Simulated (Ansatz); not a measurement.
Ge under changes of volume

One of the cells (19.607 Å³/atom); the others are scaled copies at fixed shape and fractional positions:

```
Ge
1.0
     1.39715   -2.60052    0.00000
     1.39715    2.60052    0.00000
     0.00000    0.00000    2.69823
Ge
1
Cartesian
  1.3971 0.0000 0.0000
```

This isn't the form of Ge at room conditions, which is diamond.

- Program: Ansatz 0.2.0
- Functional: PBE0
- Potentials or basis: Ansatz PAW
- Cutoff: 420 eV (not typed: the program's choice for these potentials)
- k mesh: 6 × 6 × 6
- Occupations: fermi-dirac, width 0.05 eV
- Spin: no spin polarisation

```tsv
volume (Å³/atom)	energy over the lowest point (meV/atom)	pressure (GPa)
18.431	?	?
18.823	0.00	-0.2
19.215	2.57	-1.9
19.607	8.92	-3.3
19.999	18.61	-4.6
20.391	31.31	-5.8
20.783	46.67	-6.8
```

Task: What does the run at 18.431 Å³/atom give?

Result: Energy over the lowest point 1.68 meV/atom; pressure 1.6 GPa.

Worked out: A Birch-Murnaghan fit of order 3 (a polynomial in V^(-2/3)) to the other rows has its minimum at 18.77 Å³/atom, just outside them, with B0 = V·E''(V) = 84 GPa and B' = 4.5 at fixed shape and positions, which overstates the stiffness. It gives 1.65 meV/atom at 18.431 Å³/atom, against the run's 1.68, and -dE/dV = 1.6 GPa, against 1.6.

Energies are extrapolated to zero smearing.

Caveats: all runs use coarse meshes; the PAW data sets come from PBE, with cores solved anew for the run's functional, which leaves a small shift of forces and pressure; the thresholds are loose for stress.
